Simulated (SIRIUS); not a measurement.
## MgSe under changes of volume

One of the cells (20.651 Å³/atom); the others are scaled copies at fixed shape and fractional positions:

```
Se Mg
1.0
     0.00000    2.74355    2.74355
     2.74355    0.00000    2.74355
     2.74355    2.74355    0.00000
Se Mg
1 1
Direct
  0.50000 0.50000 0.50000
  0.00000 0.00000 0.00000
```

```yaml
Program: SIRIUS 7.12.0
Functional: PBEsol
Potentials_or_basis: all-electron FP-LAPW
Cutoff: 167 eV
Basis: apw+lo standard
k_mesh: 8 × 8 × 8
Occupations: fermi-dirac, width 0.05 eV
Spin: no spin polarisation
```

```tsv
volume (Å³/atom)	energy over the lowest point (meV/atom)	gap on the mesh (eV)
19.031	14.30	1.87
19.436	5.21	1.84
19.841	0.00	1.81
20.651	?	?
21.056	4.96	1.71
21.461	12.29	1.68
```

Task: What does the run at 20.651 Å³/atom give?

Result: Energy over the lowest point 0.22 meV/atom; gap on the mesh 1.74 eV.

Worked out: A Birch-Murnaghan fit of order 3 (a polynomial in V^(-2/3)) to the other rows has its minimum at 20.23 Å³/atom with B0 = V·E''(V) = 65 GPa and B' = 4.1. It gives 0.25 meV/atom at 20.651 Å³/atom, against the run's 0.22. A straight line through the other rows of the gap, of slope -1.6 eV per unit of ln V, gives 1.74 eV, against the run's 1.74.

Energies are extrapolated to zero smearing.

A mesh can miss the band edges. Spin-orbit coupling on Se is left out.
